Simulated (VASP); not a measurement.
# Te: band structure with HSE06

Crystal: Te.

```
Te
1.0
     4.45400    0.00000    0.00000
    -2.22700    3.85728    0.00000
     0.00000    0.00000    5.92400
Te
3
Cartesian
  1.6279 2.8197 0.0000
  -0.5991 1.0376 3.9493
  1.1981 0.0000 1.9747
```

```
Program                            : VASP 6.6.1
Task                               : band structure
Functional                         : HSE06
Potentials or basis                : VASP PAW PBE potentials, release 64 (Te)
Cutoff                             : 520 eV
k mesh                             : 4 × 4 × 4
Occupations                        : gaussian, width 0.02 eV
Spin                               : no spin polarisation
Grid for exact exchange (PRECFOCK) : Fast
Screening parameter                : 0.2 1/A
Further INCAR settings             : ALGO = Normal; EDIFF = 1e-07; NBANDS = 16
```

```
Pressure                : -0.8 GPa
Largest force           : 0.331 eV/Å
Band gap along the path : 0.57 eV, indirect (least direct gap 0.59 eV)
```

Forces in eV/Å, atoms in the order of the input:
```
Te   0.166  0.287  0.000
Te   0.166 -0.287  0.000
Te  -0.331  0.000  0.000
```

Stress tensor (GPa, compression positive):
```
-0.47  0.00  0.00
 0.00 -0.47  0.00
 0.00  0.00 -1.42
```

Levels at the corners of the path, in eV from the valence-band top:
| point | band 7 | band 8 | band 9 | band 10 | band 11 | band 12 |
| --- | --- | --- | --- | --- | --- | --- |
| Γ | -1.91 | -1.91 | -1.02 | 1.50 | 1.50 | 2.18 |
| M | -3.92 | -1.14 | -0.94 | 1.28 | 1.38 | 3.47 |
| M | -3.92 | -1.14 | -0.94 | 1.28 | 1.38 | 3.47 |
| K | -3.42 | -3.20 | -3.03 | 3.51 | 3.51 | 3.85 |
| K | -3.42 | -3.20 | -3.03 | 3.51 | 3.51 | 3.85 |
| Γ | -1.91 | -1.91 | -1.02 | 1.50 | 1.50 | 2.18 |
| Γ | -1.91 | -1.91 | -1.02 | 1.50 | 1.50 | 2.18 |
| A | -1.58 | -1.20 | -1.20 | 0.89 | 0.93 | 0.93 |
| A | -1.58 | -1.20 | -1.20 | 0.89 | 0.93 | 0.93 |
| L | -2.72 | -2.37 | -0.23 | 1.18 | 2.51 | 3.16 |
| L | -2.72 | -2.37 | -0.23 | 1.18 | 2.51 | 3.16 |
| H | -1.10 | -0.02 | -0.02 | 0.57 | 1.85 | 1.85 |
| H | -1.10 | -0.02 | -0.02 | 0.57 | 1.85 | 1.85 |
| A | -1.58 | -1.20 | -1.20 | 0.89 | 0.93 | 0.93 |
| L | -2.72 | -2.37 | -0.23 | 1.18 | 2.51 | 3.16 |
| M | -3.92 | -1.14 | -0.94 | 1.28 | 1.38 | 3.47 |
| K | -3.42 | -3.20 | -3.03 | 3.51 | 3.51 | 3.85 |
| H | -1.10 | -0.02 | -0.02 | 0.57 | 1.85 | 1.85 |

It took 27 min on 1 thread of Intel(R) Xeon(R) 6975P-C (Granite Rapids) (shared host), peak memory 0.4 GiB.

Caveat: the PAW data sets were made with another functional, which shifts forces and pressure a little; spin-orbit coupling is left out, which moves the levels of the heavy elements.
